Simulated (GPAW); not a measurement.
Crystal: CoO.

```
Co O
1.0
    -1.50800    1.50800    2.10725
     1.50800   -1.50800    2.10725
     1.50800    1.50800   -2.10725
Co O
1 1
Direct
  0.00000 0.00000 0.00000
  0.50000 0.50000 0.00000
```

Program: GPAW 26.7.0. Alike in all runs: task single point; potentials or basis GPAW PAW data sets (gpaw-data 1.2.1), pw; spin collinear, ferromagnetic start; cell as given; k mesh 12 × 12 × 12; cutoff (eV) 800; smearing fermi-dirac 0.05 eV.

Q: Order these runs on this cell by their pressure, lowest first.
A. level PBE+U; U Co d U = 1 eV
B. level PBE
C. level PBE+U; U Co d U = 8 eV
D. level PBE+U; U Co d U = 5 eV

A: B (0.6 GPa), A (2.4 GPa), D (4.5 GPa), C (6.0 GPa).

Caveats: a cell with one magnetic atom can't hold antiferromagnetic order, which such compounds often take.
